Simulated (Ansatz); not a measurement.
# SrO: the cost of one run

Computed with Ansatz 0.2.0 (DFT r2SCAN, scalar-relativistic, plane waves, PAW, unless a step's input says otherwise).

### Step 1. The system as given

The structure is cubic, space group Fm-3m (No. 225). Conventional cell: a = 5.140 Å, b = 5.140 Å, c = 5.140 Å, α = 90.00°, β = 90.00°, γ = 90.00°. Sr (site symmetry m-3m) is surrounded by 6 O at 2.57 Å. Around O (site symmetry m-3m) lie 6 Sr at 2.57 Å.

Coordinates:

```
Sr O
1.0
     0.00000    2.56980    2.56980
     2.56980    0.00000    2.56980
     2.56980    2.56980    0.00000
Sr O
1 1
Direct
  0.00000 0.00000 0.00000
  0.50000 0.50000 0.50000
```

The cell is taken as given, not relaxed at this level.

### Step 2. Zero of energy

Reference values: F = -4127.0539 eV; pressure 1.13 GPa; largest force 0.000 eV/Å; gap on the mesh 3.79 eV. It was computed beforehand with the settings of the runs below.

### Step 3. Next: a two-dimensional strain map

The cell is strained by p along both x and y and by q along z, with fractional coordinates fixed.

### Step 4. Point p = -0.080, q = -0.080

input.yaml

```yaml
crystal:
  lattice:
    - [0.0, 2.364216, 2.364216]
    - [2.364216, 0.0, 2.364216]
    - [2.364216, 2.364216, 0.0]
  atoms:
    - { symbol: Sr, position: [0.0, 0.0, 0.0] }
    - { symbol: O, position: [0.5, 0.5, 0.5] }
basis:
  ecutwfc: 500
kpoints:
  mp_grid: { grid: [8, 8, 8] }
hamiltonian:
  xc: r2scan
scf:
  occupations: { method: gaussian, width: 0.05 }
output:
  forces: true
  stress: true
  eigenvalues: true
```

The run is started by

```bash
$ ansatz run input.yaml --threads 1 --pin off --max-ram 2560MiB --backend cpu --events-out ev --progress --plain --runs-dir out
```

What time and memory should one allow on 1 thread of Arm Neoverse V2, shared host?

About 1.6 s, with a peak of 0.33 GiB.
